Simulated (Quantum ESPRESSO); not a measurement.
**Sr in Quantum ESPRESSO: the effect of functional**

Sr:

```xyz
1
Lattice="0.0000 3.0423 3.0423 3.0423 0.0000 3.0423 3.0423 3.0423 0.0000" Properties=species:S:1:pos:R:3 pbc="T T T"
Sr    0.0000    0.0000    0.0000
```

Alike in all runs:

| Item | Value |
| --- | --- |
| Program | Quantum ESPRESSO 7.5 |
| Task | band structure |
| Potentials or basis | SG15 PBE 1.2 |
| Cutoff | 925 eV |
| Density cutoff | 3701 eV |
| k mesh | 8 × 8 × 8 |
| Occupations | fermi-dirac, width 0.05 eV |
| Spin | no spin polarisation |

```csv
functional,pressure (GPa)
LDA,?
PBEsol,-0.9
PBE,-0.3
RPBE,0.3
AM05,-0.6
PW91,-0.4
BLYP,0.0
```

**Question.** What does the run with functional LDA give?

**Answer.** Pressure -1.6 GPa.

Caveats: the potentials were made for another functional, which shifts forces and pressure (some runs).
